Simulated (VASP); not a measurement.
# ZrB (Fm-3m) in VASP: notebook

The runs below take ZrB through single point, relaxation of cell and atoms, with PBE+D3(BJ).

All numbers are computed with VASP 6.6.1; they aren't measurements. Logs are shortened: lines on timing, memory, paths and dates and some standing lists are left out, and cuts for length are marked.

## Step 1: The structure

The structure is cubic, space group Fm-3m (No. 225). Conventional cell: a = 4.860 Å, b = 4.860 Å, c = 4.860 Å, α = 90.00°, β = 90.00°, γ = 90.00°. Around Zr (site symmetry m-3m) lie 6 B at 2.43 Å. B (site symmetry m-3m) is surrounded by 6 Zr at 2.43 Å.

## Step 2: Single point, PBE+D3(BJ)

INCAR

```
SYSTEM = ZrB
PREC = Accurate
ENCUT = 520
EDIFF = 1E-7
ISMEAR = 0
SIGMA = 0.1
LREAL = .FALSE.
LASPH = .TRUE.
NELM = 80
ALGO = Normal
ISIF = 2
LWAVE = .FALSE.
LCHARG = .FALSE.
GGA = PE
IVDW = 12
NBANDS = 14
```

KPOINTS

```
regular mesh
0
G
  14 14 14
  0 0 0
```

POSCAR

```
ZrB
1.0
    0.0000000000      2.4300966297      2.4300966297
    2.4300966297      0.0000000000      2.4300966297
    2.4300966297      2.4300966297      0.0000000000
Zr B
1 1
Direct
    0.0000000000      0.0000000000      0.0000000000
    0.5000000000      0.5000000000      0.5000000000
```

Potentials or basis: VASP PAW PBE potentials, release 64 (Zr_sv, B).

Command:

```bash
cat potpaw_PBE.64/Zr_sv/POTCAR potpaw_PBE.64/B/POTCAR > POTCAR
mpirun -np 1 vasp_std > vasp.out
```

OUTCAR:

```text
SYSTEM = ZrB
   PREC = Accurate
   ENCUT = 520
   EDIFF = 1E-7
   ISMEAR = 0
   LREAL = .FALSE.
   LASPH = .TRUE.
   NELM = 80
   ISIF = 2
   GGA = PE
   IVDW = 12
 IVDW          = 12

 ion  position               nearest neighbor table
   1  0.000  0.000  0.000-   2 2.43   2 2.43   2 2.43   2 2.43   2 2.43   2 2.43
   2  0.500  0.500  0.500-   1 2.43   1 2.43   1 2.43   1 2.43   1 2.43   1 2.43

  LATTYP: Found a face centered cubic cell.
 ALAT       =     4.8601932594

  Lattice vectors:

 A1 = (   0.0000000000,   2.4300966297,   2.4300966297)
 A2 = (   2.4300966297,   0.0000000000,   2.4300966297)
 A3 = (   2.4300966297,   2.4300966297,   0.0000000000)

Analysis of symmetry for initial positions (statically):
=====================================================================
 Subroutine PRICEL returns:
 Original cell was already a primitive cell.

 Routine SETGRP: Setting up the symmetry group for a
 face centered cubic supercell.

 Subroutine GETGRP returns: Found 48 space group operations
 (whereof 48 operations were pure point group operations)
 out of a pool of 48 trial point group operations.

The static configuration has the point symmetry O_h .

Analysis of symmetry for dynamics (positions and initial velocities):
=====================================================================
 Subroutine PRICEL returns:
 Original cell was already a primitive cell.

 Routine SETGRP: Setting up the symmetry group for a
 face centered cubic supercell.

 Subroutine GETGRP returns: Found 48 space group operations
 (whereof 48 operations were pure point group operations)
 out of a pool of 48 trial point group operations.

The dynamic configuration has the point symmetry O_h .

 Subroutine INISYM returns: Found 48 space group operations
 (whereof 48 operations are pure point group operations),
 and found     1 'primitive' translations

----------------------------------------------------------------------------------------

                                     Primitive cell

  volume of cell :      28.7012

  direct lattice vectors                    reciprocal lattice vectors
     0.000000000  2.430096630  2.430096630    -0.205753135  0.205753135  0.205753135
     2.430096630  0.000000000  2.430096630     0.205753135 -0.205753135  0.205753135
     2.430096630  2.430096630  0.000000000     0.205753135  0.205753135 -0.205753135

  length of vectors
     3.436675612  3.436675612  3.436675612     0.356374884  0.356374884  0.356374884

  position of ions in fractional coordinates (direct lattice)
     0.000000000  0.000000000  0.000000000
     0.500000000  0.500000000  0.500000000

  ion indices of the primitive-cell ions
   primitive index   ion index
                 1           1
                 2           2

----------------------------------------------------------------------------------------

 KPOINTS: regular mesh

Automatic generation of k-mesh.
 Grid dimensions read from file:
 generate k-points for:   14   14   14

 Generating k-lattice:

  Cartesian coordinates                     Fractional coordinates (reciprocal lattice)
    -0.014696653  0.014696653  0.014696653     0.071428571  0.000000000  0.000000000
     0.014696653 -0.014696653  0.014696653     0.000000000  0.071428571  0.000000000
     0.014696653  0.014696653 -0.014696653     0.000000000  0.000000000  0.071428571

  Length of vectors
     0.025455349  0.025455349  0.025455349

  Shift w.r.t. Gamma in fractional coordinates (k-lattice)
     0.000000000  0.000000000  0.000000000

 Subroutine IBZKPT returns following result:
 ===========================================

 Found    104 irreducible k-points:

 Following reciprocal coordinates:
            Coordinates               Weight
  0.000000  0.000000  0.000000      1.000000
  0.071429  0.000000  0.000000      8.000000
  0.142857  0.000000  0.000000      8.000000
  0.214286  0.000000  0.000000      8.000000
  0.285714  0.000000  0.000000      8.000000
  0.357143  0.000000  0.000000      8.000000
[... 16 lines left out ...]
  0.214286  0.142857  0.000000     24.000000
  0.285714  0.142857  0.000000     24.000000
 [... further k-points ...]
   k-points           NKPTS =    104   k-points in BZ     NKDIM =    104   number of bands    NBANDS=     14
   number of dos      NEDOS =    301   number of ions     NIONS =      2
   total plane-waves  NPLWV =  21952
   dimension x,y,z NGX =    28 NGY =   28 NGZ =   28
   dimension x,y,z NGXF=    56 NGYF=   56 NGZF=   56
   ions per type =               1   1
   NGX,Y,Z   is equivalent  to a cutoff of  13.54, 13.54, 13.54 a.u.
   NGXF,Y,Z  is equivalent  to a cutoff of  27.09, 27.09, 27.09 a.u.
 SYSTEM =  ZrB
   PREC   = accura    normal or accurate (medium, high low for compatibility)
   ISTART =      0    job   : 0-new  1-cont  2-samecut
   ICHARG =      2    charge: 1-file 2-atom 10-const
   ISPIN  =      1    spin polarized calculation?
   LNONCOLLINEAR =      F non collinear calculations
   LSORBIT =      F    spin-orbit coupling
   LASPH  =      T    aspherical Exc in radial PAW
   ENCUT  =  520.0 eV  38.22 Ry    6.18 a.u.   6.39  6.39  6.39*2*pi/ulx,y,z
   NELM   =     80;   NELMIN=  2; NELMDL= -5     # of ELM steps
   EDIFF  = 0.1E-06   stopping-criterion for ELM
   LREAL  =      F    real-space projection
   EDIFFG = 0.1E-05   stopping-criterion for IOM
   NSW    =      0    number of steps for IOM
   IBRION =     -1    ionic relax: 0-MD 1-quasi-New 2-CG
   NFREE  =      0    steps in history (QN), initial steepest desc. (CG)
   ISIF   =      2    stress and relaxation
   ISYM   =      2    0-nonsym 1-usesym 2-fastsym
   POTIM  = 0.5000    time-step for ionic-motion
   TEBEG  =    0.0;   TEEND  =   0.0 temperature during run
   PSTRESS=    0.0 pullay stress
   NELECT =      15.0000    total number of electrons
   NUPDOWN=      -1.0000    fix difference up-down
   EMIN   =  10.00;   EMAX   =-10.00  energy-range for DOS
   EFERMI =   0.00;   METHOD = LEGACY
   ISMEAR =     0;   SIGMA  =   0.10  broadening in eV -4-tet -1-fermi 0-gaus
   EFERMI_NEDOS =   21; number of points for ismear=-14 and -15
   IALGO  =     38    algorithm
   IMIX   =      4    mixing-type and parameters
     AMIX     =   0.40;   BMIX     =  1.00
     AMIX_MAG =   1.60;   BMIX_MAG =  1.00
  volume/ion in A,a.u.               =      14.35        96.84
  Fermi-wavevector in a.u.,A,eV,Ry     =   1.318677  2.491938 23.659288  1.738909
  Thomas-Fermi vector in A             =   2.448630
   LORBIT       =      0    0 simple, 1 ext, 2 COOP (PROOUT), +10 PAW based schemes
   GGA     = PE    functional components
   LHFCALC =     F    Hartree Fock is set to
   AEXX    =    0.0000 exact exchange contribution
   IVDW    =    12    specifies the selected vdW correction
   LEPSILON=     F    determine dielectric tensor
   LRPA    =     F    only Hartree local field effects (RPA)
 non-spin polarized calculation
 Gauss-broadening in eV      SIGMA  =   0.10
  energy-cutoff  :      520.00
  volume of cell :       28.70
 maximum number of plane-waves:       785
 NGX is ok and might be reduce to    28
   NGX = 13   NGY = 13   NGZ = 13

 number of electron      15.0000000 magnetization

 Free energy of the ion-electron system (eV)
  ---------------------------------------------------
  ext. energy  EPLUGINS =         0.00000000
  ---------------------------------------------------
  free energy    TOTEN  =       -15.99426135 eV

  energy without entropy =      -15.98796620  energy(sigma->0) =      -15.99111377

 E-fermi :   7.7064     XC(G=0): -11.5979

 val. band max:        7.6981636974   @ k =   0.3571   0.1429   0.0000
 cond. band min:       7.7134046844   @ k =  -0.1429   0.1429   0.0000
 fundamental gap:      0.0152409869
 Fermi energy:         7.7064309646

 k-point     1 :       0.0000    0.0000    0.0000
  band No.  band energies     occupation
      1     -39.6580      2.00000
      2     -17.4744      2.00000
      3     -17.4744      2.00000
      4     -17.4744      2.00000
      5      -0.3916      2.00000
      6       9.4816      0.00000
      7       9.4816      0.00000
      8       9.4816      0.00000
      9      10.9353      0.00000
     10      10.9353      0.00000
     11      11.1958      0.00000
     12      11.1958      0.00000
     13      11.1958      0.00000
     14      18.4598      0.00000

 k-point     2 :       0.0714    0.0000    0.0000
  band No.  band energies     occupation
      1     -39.6547      2.00000
      2     -17.5055      2.00000
      3     -17.4775      2.00000
      4     -17.4775      2.00000
      5      -0.2739      2.00000
      6       9.0906      0.00000
      7       9.4002      0.00000
      8       9.4002      0.00000
      9      10.1514      0.00000
     10      10.1514      0.00000
     11      11.3768      0.00000
     12      12.2956      0.00000
     13      12.2956      0.00000
     14      18.7458      0.00000

 k-point     3 :       0.1429    0.0000    0.0000
  band No.  band energies     occupation
      1     -39.6457      2.00000
      2     -17.5917      2.00000
      3     -17.4863      2.00000
      4     -17.4863      2.00000
      5       0.0677      2.00000
      6       8.2629      0.00000
      7       8.7416      0.00000
      8       8.7416      0.00000
      9      10.1508      0.00000
     10      10.1508      0.00000
     11      11.6620      0.00000
     12      13.6431      0.00000
     13      13.6431      0.00000
     14      19.4437      0.00000

 k-point     4 :       0.2143    0.0000    0.0000
  band No.  band energies     occupation
      1     -39.6326      2.00000
      2     -17.7137      2.00000
      3     -17.4987      2.00000
      4     -17.4987      2.00000
      5       0.6009      2.00000
      6       7.3183      2.00000
      7       7.9730      0.00016
      8       7.9730      0.00016
      9      10.5941      0.00000
     10      10.5941      0.00000
     11      11.9321      0.00000
     12      15.0622      0.00000
     13      15.0622      0.00000
     14      19.5671      0.00000

 k-point     5 :       0.2857    0.0000    0.0000
  band No.  band energies     occupation
      1     -39.6180      2.00000
      2     -17.8459      2.00000
      3     -17.5125      2.00000
      4     -17.5125      2.00000
      5       1.2791      2.00000
      6       6.3710      2.00000
      7       7.3424      2.00000
      8       7.3424      2.00000
      9      11.2050      0.00000
     10      11.2050      0.00000
     11      12.2690      0.00000
[... 276 lines left out ...]
 k-point    22 :       0.1429    0.1429    0.0000
  band No.  band energies     occupation
      1     -39.6416      2.00000
      2     -17.5827      2.00000
      3     -17.5141      2.00000
      4     -17.5141      2.00000
      5       0.1994      2.00000
      6       7.7519      0.52062
      7       8.8089      0.00000
      8       9.0867      0.00000
      9       9.0867      0.00000
     10      11.1735      0.00000
     11      12.3711      0.00000
     12      12.3711      0.00000
     13      14.5466      0.00000
     14      19.8747      0.00000

 k-point    23 :       0.2143    0.1429    0.0000
  band No.  band energies     occupation
      1     -39.6318      2.00000
      2     -17.6616      2.00000
      3     -17.5330      2.00000
      4     -17.5264      2.00000
      5       0.5636      2.00000
      6       7.0626      2.00000
      7       8.2022      0.00000
      8       8.8077      0.00000
      9       9.3562      0.00000
     10      11.2727      0.00000
     11      12.7204      0.00000
     12      13.2100      0.00000
     13      15.4729      0.00000
     14      20.3764      0.00000

 k-point    24 :       0.2857    0.1429    0.0000
  band No.  band energies     occupation
      1     -39.6191      2.00000
      2     -17.7708      2.00000
      3     -17.5504      2.00000
      4     -17.5404      2.00000
      5       1.0814      2.00000
      6       6.4071      2.00000
      7       7.5544      1.96847
      8       8.2639      0.00000
      9       9.8070      0.00000
     10      11.6720      0.00000
     11      12.9741      0.00000
     12      14.3217      0.00000
     13      16.5937      0.00000
     14      20.1259      0.00000

 [... further k-points ...]

------------------------ aborting loop because EDIFF is reached ----------------------------------------

 Edisp (eV)   -0.78493

 E8    (eV) :    -0.3663

  FORCE on cell =-STRESS in cart. coord.  units (eV):
  Direction    XX          YY          ZZ          XY          YZ          ZX
  --------------------------------------------------------------------------------------
  -------------------------------------------------------------------------------------
  Total       0.02108     0.02108     0.02108     0.00000    -0.00000    -0.00000
  in kB       1.17658     1.17658     1.17658     0.00000    -0.00000    -0.00000
  external pressure =        1.18 kB  Pullay stress =        0.00 kB

 VOLUME and BASIS-vectors are now :
 -----------------------------------------------------------------------------
  energy-cutoff  :      520.00
  volume of cell :       28.70
      direct lattice vectors                 reciprocal lattice vectors
     0.000000000  2.430096630  2.430096630    -0.205753135  0.205753135  0.205753135
     2.430096630  0.000000000  2.430096630     0.205753135 -0.205753135  0.205753135
     2.430096630  2.430096630  0.000000000     0.205753135  0.205753135 -0.205753135

 POSITION                                       TOTAL-FORCE (eV/Angst)
 -----------------------------------------------------------------------------------
      0.00000      0.00000      0.00000         0.000000      0.000000      0.000000
      2.43010      2.43010      2.43010        -0.000000      0.000000     -0.000000
 -----------------------------------------------------------------------------------
    total drift:                               -0.000000      0.000000      0.000000

  FREE ENERGIE OF THE ION-ELECTRON SYSTEM (eV)
  ---------------------------------------------------
  free  energy   TOTEN  =       -16.7791925223 eV

  energy  without entropy=      -16.7728973721  energy(sigma->0) =      -16.77604495
```

Run time: 24 s. Hardware: 1 thread of AMD EPYC 9R45 (Zen 5), shared host; peak memory 0.16 GiB.

Results:

| Quantity | Value |
| --- | --- |
| Free energy | -16.7792 eV |
| Pressure | 0.1 GPa |
| Band gap on the k mesh | none (metal or under the smearing width) |
| Dispersion energy per atom | -0.392 eV |

Levels at points of the mesh, in eV from the Fermi level:
```csv
k point,band 6,band 7,band 8,band 9,band 10,band 11
"(0.00, 0.00, 0.00)",1.78,1.78,1.78,3.23,3.23,3.49
"(0.50, 0.00, 0.00)",-3.87,-1.20,-1.20,4.96,4.96,6.29
"(0.50, 0.50, 0.00)",-0.83,-0.73,2.12,2.12,4.70,5.91
```

Caveat: pairwise dispersion overbinds metals, which lowers pressure and volume.

## Step 3: Relaxation of cell and atoms, PBE+D3(BJ)

INCAR

```
PREC = Accurate
ENCUT = 600
EDIFF = 1E-7
ISMEAR = 0
SIGMA = 0.1
LREAL = F
LASPH = T
NELM = 80
ALGO = Normal
ISIF = 3
LWAVE = F
LCHARG = F
GGA = PE
IVDW = 12
IBRION = 2
NSW = 100
EDIFFG = -0.005
```

KPOINTS

```
regular mesh
0
Gamma
  14 14 14
```

POSCAR

```
ZrB
1.0
    0.0000000000      2.4314291794      2.4314291794
    2.4314291794      0.0000000000      2.4314291794
    2.4314291794      2.4314291794      0.0000000000
Zr B
1 1
Direct
    0.0000000000      0.0000000000      0.0000000000
    0.5000000000      0.5000000000      0.5000000000
```

Potentials or basis: VASP PAW PBE potentials, release 64 (Zr_sv, B).

Command:

```bash
cat potpaw_PBE.64/Zr_sv/POTCAR potpaw_PBE.64/B/POTCAR > POTCAR
mpirun -np 1 vasp_std > vasp.out
```

Wall time 45 s (1 thread of AMD EPYC 9R45 (Zen 5), shared host); peak memory 0.18 GiB.

It converged, with:

* Free energy: -16.7800 eV
* Relaxed volume: 14.36 Å³/atom
* Relaxed cell: a = 3.437 Å, b = 3.437 Å, c = 3.437 Å, α = 60.00°, β = 60.00°, γ = 60.00°
* Space group after relaxing (to 0.05 Å): Fm-3m (No. 225)
* Energy gained by relaxing: 0.0 meV/atom
* Ionic steps: 3
* Pressure after relaxing: 0.0 GPa
* Band gap on the k mesh: none (metal or under the smearing width)
* Dispersion energy per atom: -0.392 eV

Final structure:
```
Zr B
1.0
     0.00000    2.43066    2.43066
     2.43066    0.00000    2.43066
     2.43066    2.43066    0.00000
Zr B
1 1
Direct
  0.00000 0.00000 0.00000
  0.50000 0.50000 0.50000
```

Levels at points of the mesh, in eV from the Fermi level:
```csv
k point,band 5,band 6,band 7,band 8,band 9,band 10,band 11
"(0.00, 0.00, 0.00)",-8.10,1.77,1.77,1.77,3.23,3.23,3.49
"(0.50, 0.00, 0.00)",-4.11,-3.87,-1.20,-1.20,4.96,4.96,6.28
"(0.50, 0.50, 0.00)",-6.17,-0.82,-0.73,2.12,2.12,4.69,5.91
```

Caveat: pairwise dispersion overbinds metals, which lowers pressure and volume.
